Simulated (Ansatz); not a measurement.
# Ta (Im-3m) in Ansatz: further runs

One crystal, Ta, is run at these levels: BLYP, r2SCAN; tasks: relaxation of cell and atoms.

Everything below comes from runs of Ansatz 0.2.0. Logs are shortened: lines on timing, memory, paths and dates and some standing lists are left out, and cuts for length are marked.

## Step 1: The structure

It takes space group Im-3m (No. 229, cubic). Conventional cell: a = 3.303 Å, b = 3.303 Å, c = 3.303 Å, α = 90.00°, β = 90.00°, γ = 90.00°. Ta (site symmetry m-3m) has 8 Ta at 2.86 Å as nearest neighbours.

## Step 2: Relaxation of cell and atoms, BLYP

Contents of input.yaml:

```yaml
crystal:
  lattice:
    - [-1.65128, 1.65128, 1.65128]
    - [1.65128, -1.65128, 1.65128]
    - [1.65128, 1.65128, -1.65128]
  atoms:
    - { symbol: Ta, position: [0.0, 0.0, 0.0] }
hamiltonian:
  xc: blyp
  pseudopotentials: { kind: paw }
kpoints:
  mp_grid: { grid: [11, 11, 11] }
scf:
  occupations: { method: fermi_dirac, width: 0.05 }
output:
  forces: true
  stress: true
  eigenvalues: true
  write_density: true
  write_potential: true
  elf: true
  volumetric_format: npy
relax:
  f_tol: 0.01
  max_steps: 40
  cell: { stress_tol: 0.05 }
```

Potentials or basis: Ansatz PAW.

Started as:

```
> ansatz run input.yaml --threads 2 --pin off --max-ram 5632MiB --backend cpu --events-out ev --progress --plain --runs-dir out
```

What it wrote:

```text
Warning: RAYON_NUM_THREADS=2 ignored (pool sized by the plan → 2); use --threads N
Engine: ansatz 0.2.0, aarch64-unknown-linux-gnu
Pseudopotentials: kind: paw
Pseudopotential: Ta, paw, valence charge 13, recommended cutoff 420 eV (normal), Ta.paw.azcp
Functional definition: BLYP
  parameter beta = 0.0042
  parameter a = 0.04918
  parameter b = 0.132
  parameter c = 0.2533
  parameter d = 0.349
  exchange = b88_x(beta = beta)
  correlation = lyp_c(a = a, b = b, c = c, d = d)
Crystal: 1 atoms, lattice volume = 18.010 Å³
Basis set: ecut = 420 eV, 369 PW (Γ), exchange–correlation on 40×40×40 points (8 copies of the dense FFT grid, shifted against one another)
Bands: 11, of which v1, the nominal top of the filled ones, is band 7 counted from 1 (6 counted from 0)
Symmetry: 48 space group operations
Space group: Im-3m (ITA 229), of the structure as read, at distance tolerance 2.6e-5 Å
k-points: 56 of 1331
Non-local potential: Ta, projectors of the file, l = 0: 3, l = 1: 2, l = 2: 2, l = 3: 1
PAW form: soft (Blöchl's): semilocal exchange-correlation on the pseudo side does not see the compensation charge
PAW frozen core: Ta, regenerated for the run's functional, and the local potential with it (the file was generated under x = pbe(κ = 0.804, μ = 0.2195149727645171), c = pbe(β = 0.06672455060314922))
PAW one-centre angular grid: Ta, 590 points (default); XC on 64 Gauss nodes
Initial density: superposition of atomic densities (neutral atoms: chi_scale 0, normalization atom), corrected by the library's trained network
Initial wavefunctions: pseudopotential atomic-orbital guess
Functional: x = b88, c = lyp
SCF iter   1: F=—  HF=-9956.096375 eV  |F-HF|=—  |Δ(HF+E_count)|=         —  Δρ=8.62e-3  dr2=1.32e-2  ethr=1.77e-3  ⟨swp⟩=5.9  Hψ=3580  notcnv=0
preconditioner: auto → none  [metal: Δε(μ)=0.067 eV  Ē_g=8.202 eV  σ=0.050 eV  W_gap=0.32  n_scr=0 (ndim 8)  ℏωp=19.6 eV  f_vac=0.000  D(μ)=0.93/eV (n_scr^D=12)]
SCF iter   2: F=—  HF=-9956.092258 eV  |F-HF|=—  |Δ(HF+E_count)|=   4.12e-3  Δρ=3.11e-3  dr2=1.05e-3  ethr=1.02e-4  ⟨swp⟩=2.2  Hψ=1323  notcnv=0  defer=9
SCF iter   3: F=—  HF=-9956.092300 eV  |F-HF|=—  |Δ(HF+E_count)|=   4.21e-5  Δρ=8.21e-4  dr2=5.21e-5  ethr=8.10e-6  ⟨swp⟩=1.9  Hψ=705  notcnv=0  defer=9
SCF iter   4: F=—  HF=-9956.092327 eV  |F-HF|=—  |Δ(HF+E_count)|=   2.73e-5  Δρ=6.27e-5  dr2=2.24e-7  ethr=4.00e-7  ⟨swp⟩=2.0  Hψ=728  notcnv=0  defer=9
iter 5 did not close the SCF: its close was put off for the readings that it lacked (scf_convergence_deferred on its scf_iter line)
SCF iter   5: F=-9956.092328 eV  HF=-9956.092328 eV  |F-HF|=5.46e-12  |Δ(HF+E_count)|=   4.03e-7  Δρ=5.44e-6  dr2=2.93e-9  ethr=1.72e-9  ⟨swp⟩=2.5  Hψ=873  notcnv=0  defer=9
SCF iter   6: F=-9956.092328 eV  HF=-9956.092328 eV  |F-HF|=3.82e-11  |Δ(HF+E_count)|=  3.69e-10  Δρ=6.13e-7  dr2=2.36e-11  ethr=2.25e-11  ⟨swp⟩=5.4  Hψ=2978  notcnv=0
SCF 1 converged in 6 iterations: F = -9956.092328 eV  dr2 = 2.36e-11
relax step   1: F+E_penalty+E_count = -9956.09232758 eV  Δ(F+E_penalty+E_count) = +0.000e0 eV  max|allowed force component| = 0.000e0 eV/Å  Δτ_max = 0.0000 Å  P = +8.838 GPa  Ω = 18.010 Å³  (6 SCF iters, dr2 threshold 1.00e-7 eV, accepted)
Crystal: 1 atoms, lattice volume = 20.756 Å³
Basis set: ecut = 420 eV, 381 PW (Γ), exchange–correlation on 40×40×40 points (8 copies of the dense FFT grid, shifted against one another)
Initial density: handed on by an earlier stage of this run
Initial wavefunctions: those handed on with the density
iter 1 solved again at ethr=1.83e-5 eV; its pass at ethr=3.10e-3 eV (dr2=2.38e-3 eV) is discarded
SCF iter   1: F=—  HF=-9956.015764 eV  |F-HF|=—  |Δ(HF+E_count)|=         —  Δρ=3.43e-3  dr2=1.77e-3  ethr=1.83e-5  ⟨swp⟩=2.3  Hψ=4895  notcnv=0
preconditioner: auto → none  [metal: Δε(μ)=0.029 eV  Ē_g=7.115 eV  σ=0.050 eV  W_gap=0.14  n_scr=0 (ndim 8)  ℏωp=18.2 eV  f_vac=0.000  D(μ)=1.59/eV (n_scr^D=18)]
SCF iter   2: F=—  HF=-9956.016082 eV  |F-HF|=—  |Δ(HF+E_count)|=   3.17e-4  Δρ=1.22e-3  dr2=8.44e-5  ethr=1.36e-5  ⟨swp⟩=2.9  Hψ=903  notcnv=0
SCF iter   3: F=—  HF=-9956.016415 eV  |F-HF|=—  |Δ(HF+E_count)|=   3.33e-4  Δρ=3.72e-4  dr2=7.65e-6  ethr=6.50e-7  ⟨swp⟩=2.0  Hψ=751  notcnv=0
SCF iter   4: F=-9956.016455 eV  HF=-9956.016455 eV  |F-HF|=7.31e-8  |Δ(HF+E_count)|=   3.96e-5  Δρ=2.32e-5  dr2=5.91e-8  ethr=7.69e-10  ⟨swp⟩=7.4  Hψ=4422  notcnv=0
SCF 2 converged in 4 iterations: F = -9956.016455 eV  dr2 = 5.91e-8
relax step   2: F+E_penalty+E_count = -9956.01645474 eV  Δ(F+E_penalty+E_count) = +7.587e-2 eV  max|allowed force component| = 0.000e0 eV/Å  Δτ_max = 0.0000 Å  P = -14.668 GPa  Ω = 20.756 Å³  energy of the carried Pulay correction = -6.729e-4 eV  (4 SCF iters, dr2 threshold 1.00e-7 eV, rejected (line search))
Crystal: 1 atoms, lattice volume = 18.953 Å³
iter 1 solved again at ethr=4.64e-6 eV; its pass at ethr=3.10e-3 eV (dr2=6.04e-4 eV) is discarded
SCF iter   1: F=—  HF=-9956.112600 eV  |F-HF|=—  |Δ(HF+E_count)|=         —  Δρ=2.15e-3  dr2=5.73e-4  ethr=4.64e-6  ⟨swp⟩=1.9  Hψ=4779  notcnv=0
preconditioner: auto → none  [insulator: Δε(μ)=0.121 eV  Ē_g=7.801 eV  σ=0.050 eV  W_gap=0.54  n_scr=0 (ndim 8)  ℏωp=19.1 eV  f_vac=0.000  D(μ)=1.01/eV (n_scr^D=12)  ε∞_Penn≈7.0]
SCF iter   2: F=—  HF=-9956.112757 eV  |F-HF|=—  |Δ(HF+E_count)|=   1.56e-4  Δρ=7.85e-4  dr2=3.26e-5  ethr=4.41e-6  ⟨swp⟩=2.7  Hψ=877  notcnv=0
SCF iter   3: F=—  HF=-9956.112880 eV  |F-HF|=—  |Δ(HF+E_count)|=   1.23e-4  Δρ=2.09e-4  dr2=2.04e-6  ethr=2.51e-7  ⟨swp⟩=2.0  Hψ=750  notcnv=0
SCF iter   4: F=—  HF=-9956.112892 eV  |F-HF|=—  |Δ(HF+E_count)|=   1.17e-5  Δρ=1.26e-5  dr2=1.65e-8  ethr=1.57e-8  ⟨swp⟩=2.7  Hψ=984  notcnv=0
SCF iter   5: F=—  HF=-9956.112891 eV  |F-HF|=—  |Δ(HF+E_count)|=   5.55e-7  Δρ=1.36e-6  dr2=1.33e-10  ethr=1.27e-10  ⟨swp⟩=2.1  Hψ=780  notcnv=0
SCF iter   6: F=-9956.112891 eV  HF=-9956.112891 eV  |F-HF|=5.46e-12  |Δ(HF+E_count)|=  3.91e-10  Δρ=8.27e-8  dr2=4.45e-13  ethr=1.00e-12  ⟨swp⟩=5.9  Hψ=2396  notcnv=0
SCF 3 converged in 6 iterations: F = -9956.112891 eV  dr2 = 4.45e-13
relax step   3: F+E_penalty+E_count = -9956.11289114 eV  Δ(F+E_penalty+E_count) = -2.056e-2 eV  max|allowed force component| = 0.000e0 eV/Å  Δτ_max = 0.0000 Å  P = -1.311 GPa  Ω = 18.953 Å³  energy of the carried Pulay correction = -2.422e-4 eV  (6 SCF iters, accepted)
Crystal: 1 atoms, lattice volume = 18.820 Å³
iter 1 solved again at ethr=6.55e-8 eV; its pass at ethr=3.10e-3 eV (dr2=8.52e-6 eV) is discarded
SCF iter   1: F=—  HF=-9956.113484 eV  |F-HF|=—  |Δ(HF+E_count)|=         —  Δρ=1.67e-4  dr2=3.48e-6  ethr=6.55e-8  ⟨swp⟩=2.9  Hψ=4304  notcnv=0
preconditioner: auto → none  [insulator: Δε(μ)=0.127 eV  Ē_g=7.867 eV  σ=0.050 eV  W_gap=0.56  n_scr=0 (ndim 8)  ℏωp=19.1 eV  f_vac=0.000  D(μ)=0.98/eV (n_scr^D=12)  ε∞_Penn≈6.9]
SCF iter   2: F=—  HF=-9956.113487 eV  |F-HF|=—  |Δ(HF+E_count)|=   2.41e-6  Δρ=6.14e-5  dr2=2.07e-7  ethr=2.67e-8  ⟨swp⟩=2.6  Hψ=851  notcnv=0
SCF iter   3: F=-9956.113487 eV  HF=-9956.113487 eV  |F-HF|=6.48e-8  |Δ(HF+E_count)|=   8.31e-7  Δρ=1.56e-5  dr2=1.16e-8  ethr=7.69e-10  ⟨swp⟩=9.1  Hψ=3947  notcnv=0
SCF 4 converged in 3 iterations: F = -9956.113487 eV  dr2 = 1.16e-8
relax step   4: F+E_penalty+E_count = -9956.11348740 eV  Δ(F+E_penalty+E_count) = -5.963e-4 eV  max|allowed force component| = 0.000e0 eV/Å  Δτ_max = 0.0000 Å  P = -0.041 GPa  Ω = 18.820 Å³  energy of the carried Pulay correction = -2.089e-4 eV  (3 SCF iters, dr2 threshold 1.00e-7 eV, accepted)
Initial wavefunctions: pseudopotential atomic-orbital guess (no wavefunctions were taken with the density)
iter 1 solved again at ethr=6.52e-8 eV; its pass at ethr=3.10e-3 eV (dr2=8.48e-6 eV) is discarded
SCF iter   1: F=—  HF=-9956.113515 eV  |F-HF|=—  |Δ(HF+E_count)|=         —  Δρ=3.69e-4  dr2=6.53e-7  ethr=6.52e-8  ⟨swp⟩=3.2  Hψ=5228  notcnv=0
preconditioner: auto → none  [insulator: Δε(μ)=0.126 eV  Ē_g=7.867 eV  σ=0.050 eV  W_gap=0.56  n_scr=0 (ndim 8)  ℏωp=19.1 eV  f_vac=0.000  D(μ)=0.98/eV (n_scr^D=12)  ε∞_Penn≈6.9]
SCF iter   2: F=—  HF=-9956.113683 eV  |F-HF|=—  |Δ(HF+E_count)|=   1.68e-4  Δρ=1.85e-4  dr2=1.61e-7  ethr=5.02e-9  ⟨swp⟩=1.0  Hψ=616  notcnv=0
SCF iter   3: F=—  HF=-9956.113739 eV  |F-HF|=—  |Δ(HF+E_count)|=   5.55e-5  Δρ=1.13e-6  dr2=1.03e-10  ethr=1.24e-9  ⟨swp⟩=1.0  Hψ=616  notcnv=0
SCF iter   4: F=—  HF=-9956.113739 eV  |F-HF|=—  |Δ(HF+E_count)|=  4.75e-10  Δρ=3.06e-7  dr2=1.84e-11  ethr=1.00e-12  ⟨swp⟩=6.8  Hψ=2871  notcnv=0
SCF iter   5: F=-9956.113739 eV  HF=-9956.113739 eV  |F-HF|=1.82e-12  |Δ(HF+E_count)|=  1.27e-11  Δρ=6.80e-8  dr2=2.93e-13  ethr=1.00e-12  ⟨swp⟩=5.2  Hψ=2142  notcnv=0
SCF 5 converged in 5 iterations: F = -9956.113739 eV  dr2 = 2.93e-13
relax step   5: F+E_penalty+E_count = -9956.11373867 eV  Δ(F+E_penalty+E_count) = -2.513e-4 eV  max|allowed force component| = 0.000e0 eV/Å  Δτ_max = 0.0000 Å  P = -0.026 GPa  Ω = 18.820 Å³  stress off target by 2.62e-2 GPa  SCF on the basis re-selected at this cell (its energy is not comparable with the rows above)  (5 SCF iters)
basis re-selected at this cell: Δ(F+E_penalty+E_count) = -2.513e-4 eV, ΔP = +0.014 GPa vs the last step (what re-selecting the basis moved, of the pressure what is left beyond the Pulay correction that the steps carried, after the strain that the cell walked since its last selection, with what the two solves' SCF thresholds leave and, on support functions, any second-order correction that the steps lacked; it is no measure of the basis error at this ecutwfc). This SCF's stress stands 2.62e-2 GPa from its target on what of the cell is left free (relax.cell.stress_tol is 5.00e-2 GPa) and its largest allowed force component is 0.00e0 eV/Å (relax.f_tol is 1.00e-2 eV/Å): within both
SCF converged after 5 iterations
Free energy (F): -9956.113739 eV
Harris-Foulkes:  -9956.113739 eV  (|F-HF|=1.82e-12)
Internal energy: -9956.104630 eV  (E = F + TS)
E sigma→0 (E₀):  -9956.109184 eV
Entropy (-TS):   -0.009109 eV (-9.109 meV/atom)
Fermi energy:    18.250682 eV
--- Per-component energies (eV) ---
  E_band       = -109.277702
  E_kinetic    = 365.286426
  E_local      = -575.026153  (includes V_loc(G=0)·N_el)
  E_nonlocal   = 14.469594
  E_hartree    = 198.749815
  E_xc         = -214.544905
  E_vxc        = -199.269774  (∫ρ·V_xc dr)
  E_paw        = -8423.977766  (= ΣΔE_a)
  E_vpaw       = -112.237618  (= ΣTr[D̂ρ^β])
  E_aug_tail   = 0.000183  (compensation charges beyond the density's cutoff)
  E_ewald      = -1321.296516
  E_core_change = 0.234691  (= ΣΔE_core)
  E_smearing   = -0.009109  (= −TS)
  E_closure    = 0.000000  (closes the sum)
  Σ components = -9956.113739   (vs F -9956.113739, Δ=0.00e0)
--- Forces (eV/Å), atoms counted from 1 ---
  atom   1  Ta     0.00000000    -0.00000000     0.00000000
  max |Σ_I F_I| component: 9.04e-32 eV/Å
--- Stress (GPa, compression-positive) ---
       -0.026232      -0.000000       0.000000
       -0.000000      -0.026232       0.000000
        0.000000      -0.000000      -0.026232
  P = ⅓ Tr σ = -0.0262 GPa (-0.262 kbar)
--- Band table (eV; the first three rows and the last of 56) ---
  k-point 0: bands = ["-48.9914", "-15.0175", "-15.0175", "-15.0175", "10.6434", "18.8765", "18.8765", "18.8765", "22.0000", "22.0000", "32.8587"]
  k-point 1: bands = ["-48.9839", "-15.1039", "-15.0447", "-15.0178", "10.9890", "18.6636", "18.8100", "19.2162", "21.6878", "22.0046", "33.1433"]
  k-point 2: bands = ["-48.9637", "-15.3304", "-15.1169", "-15.0187", "11.9306", "18.1445", "18.4882", "20.2062", "21.3504", "22.0582", "33.5000"]
  k-point 55: bands = ["-48.8273", "-15.7324", "-15.7174", "-15.7174", "14.8203", "14.8570", "23.7030", "23.7030", "24.4019", "26.0046", "27.6970"]
--- Relaxed structure (4 steps of the walk, 3 accepted, 1 SCFs on fresh bases) ---
  F+E_penalty+E_count = -9956.11373867 eV   max|allowed force component| = 0.000e0 eV/Å   (the final SCF, on the basis selected at the relaxed cell)
  cell:  # Å, volume = 18.8202 Å³
    - [-1.6756686279552684, 1.6756686279552684, 1.6756686279552684]
    - [1.6756686279552684, -1.6756686279552684, 1.6756686279552684]
    - [1.6756686279552684, 1.6756686279552684, -1.6756686279552684]
  atoms:
    - { symbol: Ta, position: [0.0, 0.0, 0.0] }
```

Wall time 2.3 s (2 threads of Arm Neoverse V2, shared host); peak memory 0.27 GiB.

Results:

- Free energy: -9956.1137 eV
- Relaxed volume: 18.82 Å³/atom
- Relaxed cell: a = 2.902 Å, b = 2.902 Å, c = 2.902 Å, α = 109.47°, β = 109.47°, γ = 109.47°
- Space group after relaxing (to 0.05 Å): Im-3m (No. 229)
- Energy gained by relaxing: 21.4 meV/atom
- Ionic steps: 4
- Pressure after relaxing: 0.0 GPa
- Band gap on the k mesh: none (metal or under the smearing width)

The path:
```
step  energy change (eV)  largest force (eV/Å)  volume (Å³)
   1              0.0000                0.0000        18.01
   2             -0.0206                0.0000        18.95
   3             -0.0212                0.0000        18.82
   4             -0.0214                0.0000        18.82
```

Final structure:
```xyz
1
Lattice="-1.6757 1.6757 1.6757 1.6757 -1.6757 1.6757 1.6757 1.6757 -1.6757" Properties=species:S:1:pos:R:3 pbc="T T T"
Ta    0.0000    0.0000    0.0000
```

Caveat: the plane-wave basis is chosen anew once the cell has moved, so the energies of steps on either side of that aren't comparable; the PAW data sets come from PBE, with cores solved anew for the run's functional, which leaves a small shift of forces and pressure. Zero-point motion and thermal expansion aren't in these numbers.

(Part 1 of 2 ends here.)
